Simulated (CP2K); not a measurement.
Sb under changes of volume

One of the cells (32.896 Å³/atom); the others are scaled copies at fixed shape and fractional positions:

```xyz
4
Lattice="6.0485 0.0000 0.0000 -4.6920 3.8171 0.0000 -0.6783 -1.9085 5.6993" Properties=species:S:1:pos:R:3 pbc="T T T"
Sb    2.6851   -0.9543    4.5738
Sb   -1.0605    0.3769    2.8496
Sb   -2.0068    2.8628    1.1255
Sb    1.7388    1.5317    2.8496
```

This isn't the form of Sb at room conditions, which is rhombohedral.

```yaml
Program: CP2K 2026.2
Functional: PBEsol
Potentials_or_basis: POTENTIAL_UZH Sb GTH-PBE-q5; TZVP-MOLOPT-PBE-GTH basis
Density_cutoff: 6123 eV
k_mesh: 7 × 7 × 7
Occupations: fermi-dirac, width 0.05 eV
Spin: no spin polarisation
```

```tsv
volume (Å³/atom)	energy over the lowest point (meV/atom)	pressure (GPa)	largest force (eV/Å)
30.922	51.73	5.8	0.179
31.580	?	?	?
32.238	15.85	3.0	0.095
32.896	6.04	1.8	0.057
33.554	0.92	0.7	0.022
34.212	0.00	-0.2	0.010
34.870	2.85	-1.1	0.040
```

Question: What does the run at 31.580 Å³/atom give?

Answer: Energy over the lowest point 30.88 meV/atom; pressure 4.4 GPa; largest force 0.135 eV/Å.

Worked out: A Birch-Murnaghan fit of order 3 (a polynomial in V^(-2/3)) to the other rows has its minimum at 34.03 Å³/atom with B0 = V·E''(V) = 49 GPa and B' = 4.6 at fixed shape and positions, which overstates the stiffness. It gives 30.88 meV/atom at 31.580 Å³/atom, against the run's 30.88, and -dE/dV = 4.3 GPa, against 4.4.

Energies are extrapolated to zero smearing.

Caveats: the potentials were made for another functional, which shifts forces and pressure; the basis of atomic orbitals isn't converged, which shifts pressures, moduli and gaps.
